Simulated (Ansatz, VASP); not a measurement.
Two plane-wave programs on Re

```xyz
1
Lattice="2.6910 0.0000 0.0000 0.0000 2.6910 0.0000 0.0000 0.0000 2.6910" Properties=species:S:1:pos:R:3 pbc="T T T"
Re    0.0000    0.0000    0.0000
```

Alike in both runs: task single point; functional RPBE; k mesh 14 × 14 × 14; occupations fermi-dirac, width 0.1 eV; no spin polarisation.

|  | VASP | Ansatz |
| --- | --- | --- |
| version | VASP 6.6.1 | Ansatz 0.2.0 |
| potentials or method | VASP PAW PBE potentials, release 64 (Re) | plane waves (420 eV) with PAW, scalar-relativistic |
| plane-wave cutoff (eV) | 520 | 420 |
| valence electrons in the cell | 7 | 15 |

|  | VASP | Ansatz | Ansatz less VASP |
| --- | --- | --- | --- |
| pressure (GPa) | -23.3 | -22.3 | +0.94 |

The functional is the same, so the differences come from potentials, cutoffs and numerics. The two sets of potentials don't hold the same shells in valence.

Caveats: so large a pressure means that the cell lies far from this level's equilibrium, or that cutoff or potentials fall short (VASP); the potentials were made for another functional, which shifts forces and pressure (VASP). The runs have no spin-orbit coupling, so splittings on Re are missing.
